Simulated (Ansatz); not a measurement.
# GaN: Ga on a N site

The calculation used DFT PBE, scalar-relativistic, plane waves, PAW (Ansatz). Run with 420 eV cutoff, 2×2×2 k-mesh, shifted by half a step, Gaussian smearing of 0.01 eV, collinear spin in charge -1 alone.

Host crystal, relaxed:

```xyz
2
Lattice="0.0000 2.2742 2.2742 2.2742 0.0000 2.2742 2.2742 2.2742 0.0000" Properties=species:S:1:pos:R:3 pbc="T T T"
Ga    0.0000    0.0000    0.0000
N     3.4114    3.4114    3.4114
```

Supercell of 32 atoms, rows in host cell vectors: 1 1 1; 1 -3 1; 1 1 -3. Atoms relax at the host's cell, keeping the symmetry that the supercell leaves at the site. The cell is small, so energies carry finite-size errors of tenths of an eV. The host's Kohn–Sham gap is 1.54 eV.

Defect: Ga on a N site, charge 0.

Command:

```bash
ansatz run input.yaml --threads 4 --pin off --max-ram 6144MiB --backend cpu --events-out ev --progress --plain --runs-dir out
```

The input:

```yaml
crystal:
  lattice:
    - [4.5484769875, 4.5484769875, 4.5484769875]
    - [-4.5484769875, 4.5484769875, -4.5484769875]
    - [-4.5484769875, -4.5484769875, 4.5484769875]
  atoms:
    - { symbol: Ga, position: [0.5, 0.75, 0.75] }
    - { symbol: Ga, position: [0.5, 0.5, 0.0] }
    - { symbol: Ga, position: [0.75, 0.5, 0.75] }
    - { symbol: Ga, position: [0.5, 0.25, 0.25] }
    - { symbol: Ga, position: [0.75, 0.25, 0.0] }
    - { symbol: Ga, position: [0.0, 0.25, 0.75] }
    - { symbol: Ga, position: [0.5, 0.0, 0.5] }
    - { symbol: Ga, position: [0.75, 0.0, 0.25] }
    - { symbol: Ga, position: [0.0, 0.0, 0.0] }
    - { symbol: Ga, position: [0.25, 0.0, 0.75] }
    - { symbol: Ga, position: [0.75, 0.75, 0.5] }
    - { symbol: Ga, position: [0.0, 0.75, 0.25] }
    - { symbol: Ga, position: [0.25, 0.75, 0.0] }
    - { symbol: Ga, position: [0.0, 0.5, 0.5] }
    - { symbol: Ga, position: [0.25, 0.5, 0.25] }
    - { symbol: Ga, position: [0.25, 0.25, 0.5] }
    - { symbol: Ga, position: [0.75, 0.0, 0.0] }
    - { symbol: "N", position: [0.75, 0.75, 0.25] }
    - { symbol: "N", position: [0.0, 0.75, 0.0] }
    - { symbol: "N", position: [0.75, 0.5, 0.5] }
    - { symbol: "N", position: [0.0, 0.5, 0.25] }
    - { symbol: "N", position: [0.25, 0.5, 0.0] }
    - { symbol: "N", position: [0.75, 0.25, 0.75] }
    - { symbol: "N", position: [0.0, 0.25, 0.5] }
    - { symbol: "N", position: [0.25, 0.25, 0.25] }
    - { symbol: "N", position: [0.5, 0.25, 0.0] }
    - { symbol: "N", position: [0.0, 0.0, 0.75] }
    - { symbol: "N", position: [0.25, 0.0, 0.5] }
    - { symbol: "N", position: [0.5, 0.0, 0.25] }
    - { symbol: "N", position: [0.25, 0.75, 0.75] }
    - { symbol: "N", position: [0.5, 0.75, 0.5] }
    - { symbol: "N", position: [0.5, 0.5, 0.75] }
  host:
    lattice:
      - [0.0, 2.2742384937, 2.2742384937]
      - [2.2742384937, 0.0, 2.2742384937]
      - [2.2742384937, 2.2742384937, 0.0]
    atoms:
      - { symbol: Ga, position: [0.0, 0.0, 0.0] }
      - { symbol: "N", position: [0.75, 0.75, 0.75] }
basis:
  ecutwfc: 420
  xc_grid: 2
kpoints:
  mp_grid: { grid: [2, 2, 2], shift: [0.5, 0.5, 0.5] }
hamiltonian:
  xc: pbe
scf:
  occupations: { method: gaussian, width: 0.01 }
output:
  forces: true
  stress: false
  eigenvalues: true
  charged_corrections:
    defect_position: [0.75, 0.0, 0.0]
    epsilon: [[10.9988, 0.0, 0.0], [0.0, 10.9988, 0.0], [0.0, 0.0, 10.9988]]
relax:
  adjacent_minimum: "off"
  f_tol: 0.025
  max_steps: 45
```

From the output:

```
Warning: RAYON_NUM_THREADS=4 ignored (pool sized by the plan → 4); use --threads N
Crystal: 32 atoms, lattice volume = 376.407 Å³
Basis set: ecut = 420 eV, 7395 PW (Γ), exchange–correlation on 108×108×108 points (8 copies of the dense FFT grid, shifted against one another)
Bands: 180, of which v1, the nominal top of the filled ones, is band 148 counted from 1 (147 counted from 0)
Symmetry: 24 space group operations
Space group: I-43m (ITA 217), of the structure as read, at distance tolerance 7.2e-5 Å
k-points: 2 of 8 (time reversal used)
relax step   1: F+E_penalty+E_count = -70074.66745024 eV  Δ(F+E_penalty+E_count) = +0.000e0 eV  max|allowed force component| = 4.373e0 eV/Å  Δτ_max = 0.0000 Å
relax step   2: F+E_penalty+E_count = -70078.36707056 eV  Δ(F+E_penalty+E_count) = -3.700e0 eV  max|allowed force component| = 9.873e-1 eV/Å  Δτ_max = 0.1958 Å
relax step   3: F+E_penalty+E_count = -70078.76778251 eV  Δ(F+E_penalty+E_count) = -4.007e-1 eV  max|allowed force component| = 2.734e-1 eV/Å  Δτ_max = 0.0706 Å
relax step   4: F+E_penalty+E_count = -70078.80424621 eV  Δ(F+E_penalty+E_count) = -3.646e-2 eV  max|allowed force component| = 3.927e-2 eV/Å  Δτ_max = 0.0336 Å
relax step   5: F+E_penalty+E_count = -70078.80498769 eV  Δ(F+E_penalty+E_count) = -7.415e-4 eV  max|allowed force component| = 3.050e-3 eV/Å  Δτ_max = 0.0034 Å
SCF converged after 6 iterations
Free energy (F): -70078.804988 eV
E sigma→0 (E₀):  -70078.802338 eV
Fermi energy:    11.076894 eV
```

The relaxation gained 4.14 eV in 5 steps. The run took about 60 core-seconds.